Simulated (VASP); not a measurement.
Here is a VASP 6.6.1 calculation.

Contents of INCAR:

```
ALGO = Normal
EDIFF = 1E-7
EDIFFG = -0.004
ENCUT = 600
GGA = PE
IBRION = 2
ISIF = 3
ISMEAR = 0
LASPH = T
LCHARG = F
LREAL = F
LWAVE = F
NELM = 80
NSW = 80
PREC = Accurate
SIGMA = 0.1
```

KPOINTS

```
k-points
0
Gamma
  12 12 12
```

File POSCAR:

```
HgSe
1.0
    0.0000000000      3.0390000000      3.0390000000
    3.0390000000      0.0000000000      3.0390000000
    3.0390000000      3.0390000000      0.0000000000
Hg Se
1 1
Direct
    0.0000000000      0.0000000000      0.0000000000
    0.2500000000      0.2500000000      0.2500000000
```

Potentials or basis: VASP PAW PBE potentials, release 64 (Hg, Se).

Command:

```bash
$ cat potpaw_PBE.64/Hg/POTCAR potpaw_PBE.64/Se/POTCAR > POTCAR
$ mpirun -np 1 vasp_std > vasp.out
```

Problem. What does it give for the band gap on the k mesh?

Solution. None (metal or under the smearing width).

Problem. What does it give for the relaxed volume?

Solution. 30.79 Å³/atom.

Problem. Predict the relaxed cell.

Solution. a = 4.433 Å, b = 4.433 Å, c = 4.433 Å, α = 60.00°, β = 60.00°, γ = 60.00°.

Problem. Predict the space group after relaxing (to 0.05 Å).

Solution. F-43m (No. 216).

The path:
| step | energy change (eV) | largest force (eV/Å) | pressure (GPa) | volume (Å³) |
| --- | --- | --- | --- | --- |
| 1 | 0.0000 | 0.0000 | 5.04 | 56.13 |
| 2 | -0.0704 | 0.0000 | -1.26 | 63.61 |
| 3 | -0.0785 | 0.0000 | 0.02 | 61.59 |

Spin-orbit coupling is left out, which matters for the levels of Hg. PBE usually gives volumes a little too large and moduli too small.
